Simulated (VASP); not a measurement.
# CaO, self-consistent run: which settings are enough?

CaO, P1 (no. 1), 36 atoms in the cell. PBE; PAW potentials Ca_sv, O (PBE set). VASP 6.6.1.

Wanted: energy within 2 meV/atom; forces within 0.01 eV/Å.

What the run is for: forces in a large cell; Accuracy asked: standard; Cell repeated: 3 × 3 × 2.

POSCAR:
```
CaO
1.0
    0.0000000000      7.2106670880      7.2106670880
    7.2106670880      0.0000000000      7.2106670880
    4.8071113920      4.8071113920      0.0000000000
Ca O
18 18
Direct
   -0.0090720000      0.0022480000      0.0076650000
    0.0010300000      0.0075060000      0.4875280000
   -0.0048090000      0.3390820000      0.0019930000
   -0.0021500000      0.3361110000      0.5007290000
   -0.0013300000      0.6695080000      0.0016960000
    0.0010680000      0.6698230000      0.4901720000
    0.3304290000     -0.0004150000      0.0089670000
    0.3335270000      0.0001230000      0.5114550000
    0.3295380000      0.3322010000      0.0050460000
    0.3341640000      0.3378460000      0.4888620000
    0.3333570000      0.6675880000     -0.0031550000
    0.3325000000      0.6616660000      0.5037500000
    0.6664900000      0.0027250000     -0.0018610000
    0.6630940000      0.0045600000      0.5029260000
    0.6648150000      0.3303510000     -0.0008680000
[... 8 lines left out ...]
    0.1654980000      0.8315450000      0.7500120000
    0.5007240000      0.1643540000      0.2504720000
    0.4966820000      0.1717040000      0.7516210000
    0.4964150000      0.4991600000      0.2560820000
    0.4996570000      0.5053770000      0.7472750000
    0.5040150000      0.8308950000      0.2452270000
    0.4943910000      0.8347280000      0.7505040000
    0.8336600000      0.1652630000      0.2510290000
    0.8342120000      0.1668010000      0.7412990000
    0.8349520000      0.4982620000      0.2478250000
    0.8353360000      0.5014180000      0.7478710000
    0.8353880000      0.8333800000      0.2450780000
    0.8324180000      0.8330330000      0.7477940000
```

The series start from Plane-wave cutoff (eV): 460; Projection operators (LREAL): Auto, ROPT -0.00025; Precision mode (PREC): Normal; Electronic threshold (eV): 1e-5; Parallel layout: defaults; Program: vasp_std; Electronic algorithm: ALGO=Normal; Bands a block (NSIM): NSIM=4; Data layout and linear algebra: defaults. Each series keeps the choices made before it, and each single choice may use up half of a tolerance.

## Plane-wave cutoff (eV)

| Plane-wave cutoff (eV) | Energy less reference (meV/atom) | Forces, largest deviation (eV/Å) | SCF iterations | Time (s) |
|---|---|---|---|---|
| 360 | -20.1 | 0.029 | 15 | 22 |
| 400 | -9.8 | 0.010 | 15 | 27 |
| 460 | 0.0 | 0.010 | 15 | 35 |
| 520 | 1.6 | 0.011 | 15 | 39 |
| 640 (reference) | 0.0 | 0.000 | 15 | 37 |

Chosen: 640; the next looser run is off by more than half of the tolerance, so convergence isn't shown beyond this value.

## Projection operators (LREAL)

| Projection operators (LREAL) | Energy less reference (meV/atom) | Forces, largest deviation (eV/Å) | SCF iterations | Time (s) |
|---|---|---|---|---|
| Auto, ROPT -0.005 | -3.2 | 0.162 | 15 | 32 |
| Auto, ROPT -0.002 | 0.4 | 0.056 | 15 | 29 |
| Auto, ROPT -0.001 | 0.4 | 0.023 | 15 | 30 |
| Auto, ROPT -0.0005 | 0.0 | 0.007 | 15 | 60 |
| Auto, ROPT -0.00025 | -0.1 | 0.006 | 15 | 37 |
| Auto, ROPT -0.0001 | 0.0 | 0.001 | 15 | 41 |
| False (reference) | 0.0 | 0.000 | 15 | 53 |

Chosen: Auto, ROPT -0.0001, the loosest value from which every tighter one stays within half of the tolerance.

## Precision mode (PREC)

| Precision mode (PREC) | Energy less reference (meV/atom) | Forces, largest deviation (eV/Å) | SCF iterations | Time (s) |
|---|---|---|---|---|
| SingleN | -0.7 | 0.008 | 15 | 40 |
| Normal | 0.0 | 0.001 | 15 | 41 |
| Accurate (reference) | 0.0 | 0.000 | 15 | 87 |

Chosen: Normal.

## Electronic threshold (eV)

| Electronic threshold (eV) | Energy less reference (meV/atom) | Forces, largest deviation (eV/Å) | SCF iterations | Time (s) |
|---|---|---|---|---|
| 0.001 | 0.0 | 0.005 | 12 | 38 |
| 0.0001 | 0.0 | 0.001 | 15 | 40 |
| 1e-5 | 0.0 | 0.000 | 15 | 41 |
| 1e-6 | 0.0 | 0.000 | 17 | 46 |
| 1e-7 (reference) | 0.0 | 0.000 | 19 | 44 |

Chosen: 0.001.

## Parallel layout

| Parallel layout | Energy less reference (meV/atom) | Forces, largest deviation (eV/Å) | SCF iterations | Time (s) |
|---|---|---|---|---|
| defaults | 0.0 | 0.000 | 12 | 38 |
| NCORE=2 | 0.0 | 0.004 | 13 | 26 |
| NCORE=4 | 0.0 | 0.004 | 13 | 22 |
| NCORE=8 | 0.0 | 0.004 | 13 | 26 |
| NPAR=2 | 0.0 | 0.004 | 13 | 23 |

Chosen: NCORE=4, the fastest of those that stay within half of the tolerance.

## Program

| Program | Energy less reference (meV/atom) | Forces, largest deviation (eV/Å) | SCF iterations | Time (s) |
|---|---|---|---|---|
| vasp_std | 0.0 | 0.000 | 13 | 22 |
| vasp_gam | 0.0 | 0.003 | 13 | 18 |

Chosen: vasp_std; no other choice that stays within half of the tolerance saves 30 % of the time.

## Electronic algorithm

| Electronic algorithm | Energy less reference (meV/atom) | Forces, largest deviation (eV/Å) | SCF iterations | Time (s) |
|---|---|---|---|---|
| ALGO=Normal | 0.0 | 0.000 | 13 | 22 |
| ALGO=Fast | 0.0 | 0.008 | 20 | 34 |
| ALGO=VeryFast | 0.0 | 0.003 | 31 | 38 |
| ALGO=All ISEARCH=1 | 0.0 | 0.014 | 18 | 32 |

Chosen: ALGO=Normal.

## Bands a block (NSIM)

| Bands a block (NSIM) | Energy less reference (meV/atom) | Forces, largest deviation (eV/Å) | SCF iterations | Time (s) |
|---|---|---|---|---|
| NSIM=4 | 0.0 | 0.000 | 13 | 22 |
| NSIM=1 | 0.0 | 0.001 | 13 | 27 |
| NSIM=2 | 0.0 | 0.002 | 13 | 22 |
| NSIM=8 | 0.0 | 0.004 | 12 | 23 |
| NSIM=16 | 0.0 | 0.004 | 12 | 18 |

Chosen: NSIM=4.

## Data layout and linear algebra

| Data layout and linear algebra | Energy less reference (meV/atom) | Forces, largest deviation (eV/Å) | SCF iterations | Time (s) |
|---|---|---|---|---|
| defaults | 0.0 | 0.000 | 13 | 22 |
| LPLANE=False | 0.0 | 0.000 | 13 | 24 |
| LSCALAPACK=False | 0.0 | 0.000 | 13 | 19 |
| LSCALU=True | 0.0 | 0.000 | 13 | 23 |

Chosen: defaults.

## All choices together

| Input | Energy less reference (meV/atom) | Forces, largest deviation (eV/Å) | Time (s) |
|---|---|---|---|
| the program's defaults (naive) | -9.1 | 0.013 | 24 |
| chosen settings | -0.1 | 0.004 | 22 |
| reference settings throughout | 0.0 | 0.000 | 61 |

The chosen settings stay within the tolerance of the reference run, but the reference itself isn't shown to be converged in: Plane-wave cutoff (eV).

## The input

INCAR:
```
SYSTEM = CaO
GGA = PE ; ISMEAR = 0
SIGMA = 0.03 ; LWAVE = .False.
LCHARG = .False. ; ISIF = 2
ISYM = 0 ; PREC = Normal
LASPH = .True. ; LREAL = Auto
ALGO = Normal ; EDIFF = 0.001
NELM = 120 ; GGA_COMPAT = .False.
ENCUT = 640 ; EFERMI = MIDGAP
ROPT = -0.0001 -0.0001 ; NCORE = 4
NSIM = 4
```

KPOINTS:
```
k-points
0
Gamma
  1 1 1
```

Commands:
```
cat potpaw_PBE.64/Ca_sv/POTCAR potpaw_PBE.64/O/POTCAR > POTCAR
mpirun -np 8 vasp_std > vasp.out
```

Limits: Only the k mesh 1 × 1 × 1 was run, so its error is untested.

The chosen input took VASP 6.6.1 22 s on 8 cores (Intel Xeon 6975P-C (Granite Rapids)), a shared host.

## An input that fails: Gamma-only program on a mesh of k points

VASP's message: You are using the Gamma-point-only version with more than one k-point or some other non-Gamma k-point.

k mesh: 1 × 1 × 1 becomes 2 × 2 × 2.

Changes against the starting input:
```
- NELM = 120
+ NELM = 88
- vasp_std
+ vasp_gam
(KPOINTS)
-k-points
+Automatic mesh
-  1 1 1
+  2 2 2
+  0 0 0
```
